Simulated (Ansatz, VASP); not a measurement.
BN: VASP beside Ansatz

The input INCAR:

```
SYSTEM = BN
PREC = Accurate ; ENCUT = 520
EDIFF = 1E-7 ; ISMEAR = 0
SIGMA = 0.05 ; LREAL = .False.
LASPH = .True. ; NELM = 60
ALGO = Normal ; ISIF = 2
LWAVE = .False. ; LCHARG = .False.
GGA = PS ; NBANDS = 16
```

The input KPOINTS:

```
Automatic mesh
0
Gamma
  12 12 4
  0 0 0
```

Contents of POSCAR:

```
BN
1.0
    2.3619988990      0.0000000000      0.0000000000
   -1.1809994495      2.0455510502      0.0000000000
    0.0000000000      0.0000000000      7.5546372399
B N
2 2
Direct
    0.0000000000      0.0000000000      0.5000000000
    0.3333333333      0.6666666667      0.0000000000
    0.0000000000      0.0000000000      0.0000000000
    0.6666666667      0.3333333333      0.5000000000
```

Input for Ansatz:

```yaml
crystal:
  lattice:
    - [2.361998899, 0.0, 0.0]
    - [-1.1809994495, 2.0455510502, 0.0]
    - [0.0, 0.0, 7.5546372399]
  atoms:
    - { symbol: B, position: [0.0, 0.0, 0.5] }
    - { symbol: B, position: [0.3333333333, 0.6666666667, 0.0] }
    - { symbol: "N", position: [0.0, 0.0, 0.0] }
    - { symbol: "N", position: [0.6666666667, 0.3333333333, 0.5] }
basis:
  ecutwfc: 420
kpoints:
  mp_grid: { grid: [12, 12, 4] }
hamiltonian:
  xc: pbesol
scf:
  occupations: { method: gaussian, width: 0.05 }
output:
  forces: true
  stress: true
  eigenvalues: true
```

Alike in both runs: task single point; functional PBEsol; k mesh 12 × 12 × 4; occupations gaussian, width 0.05 eV; no spin polarisation.

|  | VASP | Ansatz |
| --- | --- | --- |
| version | VASP 6.6.1 | Ansatz 0.2.0 |
| potentials or method | VASP PAW PBE potentials, release 64 (B, N) | scalar-relativistic, plane waves, PAW |
| plane-wave cutoff (eV) | 520 | 420 |
| valence electrons in the cell | 16 | 16 |

```csv
,VASP,Ansatz,Ansatz less VASP
gap on the k mesh at the Fermi level (eV),4.31,4.32,+0.010
least direct gap on the mesh (eV),5.01,5.02,+0.009
```

With one functional, cell and mesh, what is left measures potentials, basis and numerics.

 PBEsol gaps usually lie below the measured ones, often by a third to a half. A k mesh can miss the band edges.
